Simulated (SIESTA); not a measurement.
Runs of SIESTA 5.4.2 on GaN. The structure is hexagonal, space group P6_3mc (No. 186). Conventional cell: a = 3.212 Å, b = 3.212 Å, c = 10.357 Å, α = 90.00°, β = 90.00°, γ = 120.00°. Ga (site symmetry 3m) is surrounded by 4 N at 1.95 to 2.00 Å. Ga (site symmetry 3m) is surrounded by 3 N at 1.94 Å. Around N (site symmetry 3m) lie 4 Ga at 1.94 to 2.00 Å. N (site symmetry 3m) is surrounded by 3 Ga at 1.95 Å. The cell is a database's computed one.

```csv
task,level,potentials or basis,k mesh,gap on the mesh (eV),pressure (GPa),V0 of scaled cells (Å³/atom),B0 (GPa),largest force (eV/Å)
band structure,PBEsol,"PseudoDojo 0.4 standard (PBEsol files), DZP (energy shift 0.003 Ry; two zetas on semicore shells)",10 × 10 × 3,0.82,-3.6,-,-,(a)
single point,PBE,"PseudoDojo 0.4 standard (PBE files), DZP (energy shift 0.003 Ry; two zetas on semicore shells)",10 × 10 × 3,0.84,2.2,-,-,0.52
equation of state,PBE,"PseudoDojo 0.4 standard (PBE files), DZP (energy shift 0.003 Ry; two zetas on semicore shells)",10 × 10 × 3,-,-,(c),(b),-
band structure,LDA,"PseudoDojo 0.4 standard (LDA files), DZP (energy shift 0.003 Ry; two zetas on semicore shells)",10 × 10 × 3,0.87,-8.8,-,-,0.26
equation of state,LDA,"PseudoDojo 0.4 standard (LDA files), DZP (energy shift 0.003 Ry; two zetas on semicore shells)",8 × 8 × 2,-,-,11.00,200,-
```

Alike in all rows: no spin polarisation; cell as given; smearing fermi-dirac 0.05 eV; grid cutoff 800 Ry; energy shift 0.003 Ry.

Question: Estimate the missing entries.

Answer: (a) 0.44; (b) 169; (c) 11.71.

Caveats: the basis of atomic orbitals isn't converged, which shifts pressures, moduli and gaps; the cell was scaled at fixed shape and fractional positions, which overstates the stiffness of a crystal with free parameters, most of all of layers and chains (some runs).

A k mesh can miss the band edges, and the runs leave out spin-orbit coupling on Ga.
